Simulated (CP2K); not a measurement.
BN, 2 atoms in the cell. The structure is cubic, space group F-43m (No. 216). The conventional cell has a = 3.626 Å, b = 3.626 Å, c = 3.626 Å, α = 90.00°, β = 90.00°, γ = 90.00°. N (site symmetry -43m) has 4 B at 1.57 Å as nearest neighbours. B (site symmetry -43m) is surrounded by 4 N at 1.57 Å. The cell is a database's computed one.

- Program: CP2K 2026.2
- Task: band structure
- Functional: PBE
- Potentials or basis: POTENTIAL_UZH N GTH-PBE-q5, B GTH-PBE-q3; TZVP-MOLOPT-PBE-GTH basis
- Density cutoff: 6123 eV
- k mesh: 13 × 13 × 13
- Occupations: fermi-dirac, width 0.05 eV
- Spin: no spin polarisation
- SCF solver: diagonalisation with k points
- Quickstep method: GPW
- EPS_DEFAULT: 1.0E-10
- EPS_SCF: 1.0E-6
- MAX_SCF: 100
- SCF_GUESS: ATOMIC
- k points reduced by the point group: yes
- Mesh centred on Gamma: yes
- CHOLESKY: OFF
- EPS_EIGVAL: 1.0E-7
- MIXING METHOD: BROYDEN_MIXING
- MIXING ALPHA: 0.4
- NBUFFER: 8
- NGRIDS: 5
- Basis sets: N TZVP-MOLOPT-PBE-GTH-q5, B TZVP-MOLOPT-PBE-GTH-q3
- Potentials: N GTH-PBE-q5 of POTENTIAL_UZH, B GTH-PBE-q3 of POTENTIAL_UZH
- ADDED_MOS: [10]
- Points a segment of the path (NPOINTS): 6
- Bands added on the path: 4
- REL_CUTOFF (Ry): 60 Ry
- MIXING BETA (1/bohr): 1.5 1/bohr
- CUTOFF of the grids: 450 Ry

Potentials or basis: POTENTIAL_UZH N GTH-PBE-q5, B GTH-PBE-q3; TZVP-MOLOPT-PBE-GTH basis.

The run is started by

```bash
$ OMP_NUM_THREADS=1 cp2k.psmp -i bn_bands.inp -o bn_bands.out
```

Hardware: 1 thread of Arm Neoverse V2, on a shared host.

Estimate the wall time of this run.

It took 79 s on 1 thread of Arm Neoverse V2, on a shared host, peak memory 0.23 GiB. Counts: scf iterations 15, k points 84, basis 34, bands 14, force evaluations 1.
